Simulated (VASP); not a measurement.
A run of VASP 6.6.1 is set up as follows.

File INCAR:

```
SYSTEM = ZnCu2SnSe4
PREC = Accurate
ENCUT = 520
EDIFF = 1E-6
ISMEAR = 1
SIGMA = 0.1
LREAL = .FALSE.
LASPH = .TRUE.
NELM = 80
ALGO = Normal
ISIF = 2
LWAVE = .FALSE.
LCHARG = .FALSE.
LMAXMIX = 4
METAGGA = R2SCAN
LMIXTAU = .TRUE.
NBANDS = 46
KPAR = 4
```

File KPOINTS:

```
Automatic mesh
0
G
  10 10 10
  0 0 0
```

POSCAR

```
ZnCu2SnSe4                              
1.0
   -2.8325121695      2.8325121667      5.6631203632
    2.8325121695     -2.8325121667      5.6631203632
    2.8325121667      2.8325121695     -5.6631203632
  Zn              Cu              Sn              Se            
     1     2     1     4
Direct
     0.7500000000000000    0.2500000000000000    0.5000000000000000
     0.2500000000000000    0.7500000000000000    0.5000000000000000
     0.0000000000000000    0.0000000000000000    0.0000000000000000
     0.5000000000000000    0.5000000000000000    0.0000000000000000
     0.6299398007125161    0.6398559926438869    0.5309960500260681
     0.1088599426178189    0.0989437506864481    0.4690039499739320
     0.9010562493135520    0.3700601992874839    0.0099161919313709
     0.3601440073561131    0.8911400573821811    0.9900838080686292
```

Contents of KPOINTS_OPT:

```
explicit points
243
Reciprocal
 0.0000000000  0.0000000000  0.0000000000 1
 0.0000000000  0.0000000000  0.0357142857 1
 0.0000000000  0.0000000000  0.0714285714 1
 0.0000000000  0.0000000000  0.1071428571 1
 0.0000000000  0.0000000000  0.1428571429 1
 0.0000000000  0.0000000000  0.1785714286 1
[... 235 lines left out ...]
 0.0319732900  0.0319732900  0.4680267100 1
-0.0319732900 -0.0319732900  0.5319732900 1
```

Potentials or basis: VASP PAW PBE potentials, release 64 (Zn, Cu, Sn_d, Se).

The run is started by

```bash
$ cat potpaw_PBE.64/Zn/POTCAR potpaw_PBE.64/Cu/POTCAR potpaw_PBE.64/Sn_d/POTCAR potpaw_PBE.64/Se/POTCAR > POTCAR
$ mpirun -np 4 vasp_std > vasp.out
```

Task: What does it give for the band gap on the k mesh?

Result: 0.07 eV, direct.

Task: Estimate the pressure.

Result: 1.1 GPa.

Task: What does it give for the band gap along the path?

Result: 0.07 eV, direct.

Task: Estimate the largest force.

Result: 0.193 eV/Å.

Levels at the corners of the path, in eV from the valence-band top:
```
point  band 33  band 34  band 35  band 36  band 37  band 38  band 39  band 40
    Γ    -1.63    -0.03    -0.03     0.00     0.07     1.88     2.59     3.63
    X    -0.92    -0.82    -0.60    -0.43     0.36     2.20     2.93     3.93
    X    -0.92    -0.82    -0.60    -0.43     0.36     2.20     2.93     3.93
    Y    -0.94    -0.88    -0.77    -0.64     0.65     2.43     3.39     3.74
    Y    -0.94    -0.88    -0.77    -0.64     0.65     2.43     3.39     3.74
    S    -1.49    -1.20    -0.78    -0.66     1.34     2.39     3.03     3.81
    S    -1.49    -1.20    -0.78    -0.66     1.34     2.39     3.03     3.81
    Γ    -1.63    -0.03    -0.03     0.00     0.07     1.88     2.59     3.63
    Γ    -1.63    -0.03    -0.03     0.00     0.07     1.88     2.59     3.63
    Z    -1.22    -1.22    -0.97    -0.97     1.00     1.93     1.93     2.20
    Z    -1.22    -1.22    -0.97    -0.97     1.00     1.93     1.93     2.20
   S1    -1.49    -1.20    -0.78    -0.66     1.34     2.39     3.03     3.81
   S1    -1.49    -1.20    -0.78    -0.66     1.34     2.39     3.03     3.81
    N    -1.31    -1.27    -1.15    -0.60     1.53     3.01     3.22     4.10
    N    -1.31    -1.27    -1.15    -0.60     1.53     3.01     3.22     4.10
    P    -0.86    -0.86    -0.69    -0.69     0.67     2.76     2.86     3.45
    P    -0.86    -0.86    -0.69    -0.69     0.67     2.76     2.86     3.45
   Y1    -0.94    -0.88    -0.77    -0.64     0.65     2.43     3.39     3.74
   Y1    -0.94    -0.88    -0.77    -0.64     0.65     2.43     3.39     3.74
    Z    -1.22    -1.22    -0.97    -0.97     1.00     1.93     1.93     2.20
    X    -0.92    -0.82    -0.60    -0.43     0.36     2.20     2.93     3.93
    P    -0.86    -0.86    -0.69    -0.69     0.67     2.76     2.86     3.45
```

Caveat: the PAW data sets were made with another functional, which shifts forces and pressure a little; spin-orbit coupling is left out, which moves the levels of the heavy elements.
